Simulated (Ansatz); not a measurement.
Structure: SiC₅ as one 6-atom ordering (P3m1) on the diamond lattice, at its r2SCAN minimum. C is surrounded by 3 C at 1.65 Å and 1 Si at 1.90 Å; C is surrounded by 4 C at 1.53–1.66 Å; C is surrounded by 1 C at 1.53 Å and 3 Si at 1.75 Å; C is surrounded by 4 C at 1.53–1.65 Å; Si is surrounded by 4 C at 1.75–1.90 Å.

Space group P3m1 (No. 156). a = 2.725 Å, b = 2.725 Å, c = 6.745 Å, α = 90.00°, β = 90.00°, γ = 120.00°
```json
{"atom": "C", "site": "1a", "symmetry": "3m.", "x": "0.0000", "y": "0.0000", "z": "0.9721"}
{"atom": "C", "site": "1c", "symmetry": "3m.", "x": "0.6667", "y": "0.3333", "z": "0.6697"}
{"atom": "C", "site": "1b", "symmetry": "3m.", "x": "0.3333", "y": "0.6667", "z": "0.3656"}
{"atom": "C", "site": "1c", "symmetry": "3m.", "x": "0.6667", "y": "0.3333", "z": "0.8963"}
{"atom": "C", "site": "1b", "symmetry": "3m.", "x": "0.3333", "y": "0.6667", "z": "0.5930"}
{"atom": "Si", "site": "1a", "symmetry": "3m.", "x": "0.0000", "y": "0.0000", "z": "0.2534"}
```

The questions ask for values computed with Ansatz 0.2.0 on this geometry. These are computed values for a spin-unpolarised cell that may be hypothetical; none is a measurement.

(1) What gap does r2SCAN give, and where are the band edges?

(2) Estimate the gap with PBE on 12×12×4.

(3) Estimate the gap with HSE06 on 6×6×2.

(4) Roughly how does the cost of the PBE0 run (6×6×2) compare with r2SCAN's (12×12×4)?

(5) What do these levels agree on?

Results:

(1) The r2SCAN gap is indirect, 1.67 eV (Γ to M), below the direct gap of 3.72 eV at A–L (0.50 of the way from A).

(2) The PBE gap is indirect, 1.37 eV (Γ to M), below the direct gap of 3.40 eV at A–L (0.50 of the way from A). The gap differs by -0.30 eV from r2SCAN's.

(3) The HSE06 gap is indirect, 2.32 eV (Γ to M), below the direct gap of 4.57 eV at A–L (0.50 of the way from A). The gap differs by +0.65 eV from r2SCAN's.

(4) About 2.8 times as much (50 core-seconds against 17 core-seconds, on 4 threads of Arm Neoverse V2, on a shared host).

(5) r2SCAN covers 31 % of the step from PBE to HSE06, while HSE06 needs about 2.9 times r2SCAN's rough cost (on a coarser mesh). Among these functionals the gap stays indirect.
